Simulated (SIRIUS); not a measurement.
**LiF (Griceite) under changes of volume**

One of the cells (8.333 Å³/atom); the others are scaled copies at fixed shape and fractional positions:

```
F Li
1.0
     0.00000    2.02734    2.02734
     2.02734    0.00000    2.02734
     2.02734    2.02734    0.00000
F Li
1 1
Direct
  0.50000 0.50000 0.50000
  0.00000 0.00000 0.00000
```

| Quantity | Value |
| --- | --- |
| Program | SIRIUS 7.12.0 |
| Functional | PBEsol |
| Potentials or basis | all-electron FP-LAPW |
| Cutoff | 273 eV |
| Basis | apw+lo standard |
| k mesh | 11 × 11 × 11 |
| Occupations | fermi-dirac, width 0.05 eV |
| Spin | no spin polarisation |

| volume (Å³/atom) | energy over the lowest point (meV/atom) | gap on the mesh (eV) |
| --- | --- | --- |
| 7.679 | ? | ? |
| 7.842 | 0.73 | 9.28 |
| 8.006 | 0.00 | 9.09 |
| 8.333 | 2.71 | 8.74 |
| 8.496 | 6.19 | 8.57 |
| 8.659 | 10.56 | 8.42 |

**Question.** What does the run at 7.679 Å³/atom give?

**Answer.** Energy over the lowest point 3.18 meV/atom; gap on the mesh 9.47 eV.

Worked out: A Birch-Murnaghan fit of order 3 (a polynomial in V^(-2/3)) to the other rows has its minimum at 8.01 Å³/atom with B0 = V·E''(V) = 72 GPa and B' = 3.3. It gives 3.14 meV/atom at 7.679 Å³/atom, against the run's 3.18. A straight line through the other rows of the gap, of slope -8.71 eV per unit of ln V (its deformation potential), extrapolates to 9.46 eV, against the run's 9.47.

Energies are extrapolated to zero smearing.

Caveats: an odd mesh through Γ misses points on the zone boundary, where band edges often lie.
